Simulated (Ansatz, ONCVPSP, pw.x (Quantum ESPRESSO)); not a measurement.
pw.x on bcc La: one setting changed

Potential: optimised norm-conserving Vanderbilt (ONCV), ONCVPSP 4.0.1.1 (patched build), PBE; core [Kr], reference 4d10 5s2 5p6 5d1 6s1; waves: 5s+6s: rc 2.75 bohr, ncon 4, nbas 9, qcut 3.7 1/bohr, 2 projectors; 5p: rc 1.85 bohr, ncon 4, nbas 7, qcut 5.1 1/bohr, 2 projectors, debl 0.5 Ha; 4d+5d: rc 1.50 bohr, ncon 3, nbas 8, qcut 10.5 1/bohr, 2 projectors; f scattering state at 0.13 Ha: rc 1.78 bohr, ncon 3, nbas 6, qcut 5.3 1/bohr, 3 projectors, debl 1.7 Ha; local part: polynomial inside 1.40 bohr (lpopt 4, dvloc0 1 Ha); core correction: Teter function, parameters optimised by the program. In the p channel the program set the typed energies aside and used -1.036, 0.250 Ha. In the f channel the program set the typed energies aside and used -0.374, 1.326, 3.026 Ha.

The reference run (k-mesh 11³, cutoffs 115/460 Ry, Fermi–Dirac 0.01 Ry, mixing_beta 0.4, conv_thr 1e-9, no spin) gives 0.21 GPa at 37.811 Å³/atom, where all-electron LAPW gives 0.21 GPa. This run, with its own iteration cap, changes smearing to gauss.

```
&control
  calculation='scf', prefix='x', pseudo_dir='./', outdir='./tmp', tstress=.true., disk_io='none'
/
&system
  ibrav=0, nat=1, ntyp=1, ecutwfc=115, ecutrho=460, nbnd=19,
  occupations='smearing', smearing='gauss', degauss=0.01
/
&electrons
  conv_thr=1e-09, mixing_beta=0.4, electron_maxstep=50
/
ATOMIC_SPECIES
La 1.0 La.UPF
CELL_PARAMETERS angstrom
  -2.11439468 2.11439468 2.11439468
  2.11439468 -2.11439468 2.11439468
  2.11439468 2.11439468 -2.11439468
ATOMIC_POSITIONS crystal
La 0.0000 0.0000 0.0000
K_POINTS automatic
11 11 11 0 0 0
```

```bash
pw.x < La.scf.in > La.scf.out
```

Problem. How does the run end?

Solution. It converges in 11 iterations; the free energy moves by +71.1 meV/atom and the pressure by -0.14 GPa. Gaussian smearing of the same width is narrower in effect than Fermi–Dirac, so its quadratic term in F is smaller.

```
Message from routine setup:
     using ibrav=0 with symmetry is DISCOURAGED, use correct ibrav instead
     lattice parameter (alat)  =       6.9206  a.u.
     unit-cell volume          =     255.1613 (a.u.)^3
     number of electrons       =        21.00
     number of Kohn-Sham states=           19
     kinetic-energy cutoff     =     115.0000  Ry
     charge density cutoff     =     460.0000  Ry
     scf convergence threshold =      1.0E-09
     Exchange-correlation= PBE
     number of k points=    56  Gaussian smearing, width (Ry)=  0.0100
     iteration #  1     ecut=   115.00 Ry     beta= 0.40
     total energy              =    -409.53610115 Ry
     estimated scf accuracy    <       1.09417258 Ry
     iteration #  2     ecut=   115.00 Ry     beta= 0.40
     total energy              =    -409.57687613 Ry
     estimated scf accuracy    <       0.10350131 Ry
     iteration #  3     ecut=   115.00 Ry     beta= 0.40
     total energy              =    -409.60595496 Ry
     estimated scf accuracy    <       0.00092732 Ry
     [... 5 iterations left out ...]
     iteration #  9     ecut=   115.00 Ry     beta= 0.40
     total energy              =    -409.60769522 Ry
     estimated scf accuracy    <       0.00000004 Ry
     iteration # 10     ecut=   115.00 Ry     beta= 0.40
     total energy              =    -409.60769522 Ry
     estimated scf accuracy    <          3.1E-09 Ry
     iteration # 11     ecut=   115.00 Ry     beta= 0.40
     the Fermi energy is    12.5156 ev
!    total energy              =    -409.60769522 Ry
     estimated scf accuracy    <          1.4E-10 Ry
     smearing contrib. (-TS)   =      -0.00257498 Ry
     The total energy is F=E-TS. E is the sum of the following terms:
     one-electron contribution =    -236.75927193 Ry
     hartree contribution      =     109.21465238 Ry
     xc contribution           =     -81.22819007 Ry
     ewald contribution        =    -200.83231063 Ry
     convergence has been achieved in  11 iterations
          total   stress  (Ry/bohr**3)                   (kbar)     P=        0.69
     Message from routine punch:
     Nothing written, as per user request (disk_io='none')
```

The run took about 3.2 min on one core of a shared host (Neoverse-N1, 64 threads, 124 GiB, load 58).
